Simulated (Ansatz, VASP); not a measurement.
## In in VASP and in Ansatz

```
In
1.0
    -1.66523    1.66523    2.35222
     1.66523   -1.66523    2.35222
     1.66523    1.66523   -2.35222
In
1
Direct
  0.00000 0.00000 0.00000
```

Alike in both runs: functional PBE; dispersion D3(BJ); k mesh 18 × 18 × 18; occupations gaussian, width 0.1 eV; no spin polarisation.

Ansatz relaxed the structure, and its values are those at the end. VASP's run is a single point on that final structure, the one shown.

```csv
,VASP,Ansatz
version,VASP 6.6.1,Ansatz 0.2.0
potentials or method,"VASP PAW PBE potentials, release 64 (In_d)","scalar-relativistic, plane waves, PAW"
plane-wave cutoff (eV),520,420
valence electrons in the cell,13,13
```

```csv
,VASP,Ansatz,Ansatz less VASP
gap on the k mesh at the Fermi level (eV),none,none,-
pressure (GPa),0.0,0.0,+0.04
```

A gap of «none» marks a metal or a gap that the smearing closes.

Caveats: pairwise dispersion overbinds metals, which lowers pressure and volume.
